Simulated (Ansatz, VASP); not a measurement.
## Rh in VASP and in Ansatz

The input INCAR:

```
ALGO = Normal
EDIFF = 1E-7
ENCUT = 520
GGA = PS
GGA_COMPAT = False
ISIF = 2
ISMEAR = -1
LASPH = True
LCHARG = False
LMAXMIX = 4
LORBIT = 11
LORBMOM = True
LREAL = False
LSORBIT = True
LWAVE = False
MAGMOM = 0 0 0
NBANDS = 26
NELM = 150
PREC = Accurate
SIGMA = 0.05
```

The input KPOINTS:

```
k-points
0
Gamma
  12 12 12
```

POSCAR

```
Rh
1.0
    0.0000000000      1.8978500000      1.8978500000
    1.8978500000      0.0000000000      1.8978500000
    1.8978500000      1.8978500000      0.0000000000
Rh
1
Direct
    0.0000000000      0.0000000000      0.0000000000
```

Contents of input.yaml:

```yaml
crystal:
  lattice:
    - [0.0, 1.89785, 1.89785]
    - [1.89785, 0.0, 1.89785]
    - [1.89785, 1.89785, 0.0]
  atoms:
    - { symbol: Rh, position: [0.0, 0.0, 0.0] }
hamiltonian:
  xc: pbesol
  pseudopotentials: { kind: paw_fr }
magnetization:
  noncollinear: true
  spin_orbit: true
kpoints:
  mp_grid: { grid: [12, 12, 12] }
  band_path:
    path:
      - [[0.0, 0.0, 0.0], [0.5, 0.0, 0.5], [0.5, 0.25, 0.75], [0.375, 0.375, 0.75], [0.0, 0.0, 0.0], [0.5, 0.5, 0.5], [0.625, 0.25, 0.625], [0.5, 0.25, 0.75], [0.5, 0.5, 0.5], [0.375, 0.375, 0.75]]
      - [[0.625, 0.25, 0.625], [0.5, 0.0, 0.5]]
    npoints: 14
scf:
  occupations: { method: fermi_dirac, width: 0.05 }
  n_extra_bands: 6
output:
  forces: true
  stress: true
  eigenvalues: true
  fatbands: false
  write_density: true
  write_potential: true
  elf: true
  volumetric_format: npy
```

Alike in both runs: functional PBEsol; k mesh 12 × 12 × 12; occupations fermi-dirac, width 0.05 eV; non-collinear spin, spin-orbit coupling.

|  | VASP | Ansatz |
| --- | --- | --- |
| version | VASP 6.6.1 | Ansatz 0.2.0 |
| potentials or method | VASP PAW PBE potentials, release 64 (Rh_pv) | Ansatz PAW |
| plane-wave cutoff (eV) | 520 | 420 |
| valence electrons in the cell | 15 | 17 |
| task | single point | band structure |

|  | VASP | Ansatz | Ansatz less VASP |
| --- | --- | --- | --- |
| gap on the k mesh at the Fermi level (eV) | none | none | - |
| pressure (GPa) | -3.5 | -3.5 | -0.05 |
| net moment per atom (μB) | 0.00 | 0.00 | 0.000 |

A gap of «none» marks a metal or a gap that the smearing closes. The functional is the same, so the differences come from potentials, cutoffs and numerics. The two sets of potentials don't hold the same shells in valence.

Caveats: the PAW data sets were made with another functional, which shifts forces and pressure a little (VASP); the PAW data sets come from PBE, with cores solved anew for the run's functional, which leaves a small shift of forces and pressure (Ansatz).
